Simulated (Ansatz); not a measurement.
# Field gradients at the nuclei in SiC at a changed volume

The cell is a refined structure from the COD, relaxed with PBE at fixed cell and then changed (volume scaled by 1.04).

```xyz
12
Lattice="1.5592 -2.7026 0.0000 1.5592 2.7026 0.0000 0.0000 0.0000 15.3209" Properties=species:S:1:pos:R:3 pbc="T T T"
Si    1.5592    1.8018   13.1411
Si    1.5592   -1.8018    5.4806
Si    1.5592   -0.0006    8.0359
Si    1.5592    0.0006    0.3755
Si    1.5592   -1.8023   10.5902
Si    1.5592    1.8023    2.9297
C     1.5592   -0.0010    9.9557
C     1.5592    0.0010    2.2953
C     1.5592    1.8020   15.0556
C     1.5592   -1.8020    7.3951
C     1.5592   -1.8021   12.5048
C     1.5592    1.8021    4.8443
```

Atom numbers follow the list; atoms alike are taken as one site, whose name carries the number of the first.

Computed with Ansatz: DFT, PBE, plane waves and PAW, scalar-relativistic, 420 eV cutoff, Γ-centred 10×10×2 k-points, Fermi–Dirac smearing 0.02 eV.

V_zz is the principal component of the electric field gradient with the largest magnitude, η = (V_xx − V_yy)/V_zz and C_Q = eQV_zz/h. Directions are in the Cartesian axes of the cell vectors above, for the atom listed; none is given where the gradient is under 0.02 or η is above 0.95.

```json
{"site": "Si1", "first atom": "1", "first shell": "4 C at 1.91 Å", "V_zz (10²¹ V/m²)": "0.21", "η": "0.01", "direction of V_zz (x, y, z)": "0.00 -0.03 1.00"}
{"site": "Si3", "first atom": "3", "first shell": "4 C at 1.91–1.92 Å", "V_zz (10²¹ V/m²)": "-0.056", "η": "0.07", "direction of V_zz (x, y, z)": "0.00 -0.10 1.00"}
{"site": "Si5", "first atom": "5", "first shell": "4 C at 1.91 Å", "V_zz (10²¹ V/m²)": "0.26", "η": "0.01", "direction of V_zz (x, y, z)": "0.00 -0.02 1.00"}
{"site": "C7", "first atom": "7", "first shell": "4 Si at 1.91–1.92 Å", "V_zz (10²¹ V/m²)": "0.20", "η": "0.07", "direction of V_zz (x, y, z)": "0.00 0.00 1.00"}
{"site": "C9", "first atom": "9", "first shell": "4 Si at 1.91 Å", "V_zz (10²¹ V/m²)": "0.064", "η": "0.20", "direction of V_zz (x, y, z)": "0.00 0.00 1.00"}
{"site": "C11", "first atom": "11", "first shell": "4 Si at 1.91 Å", "V_zz (10²¹ V/m²)": "0.029", "η": "0.44", "direction of V_zz (x, y, z)": "0.00 -0.01 1.00"}
```
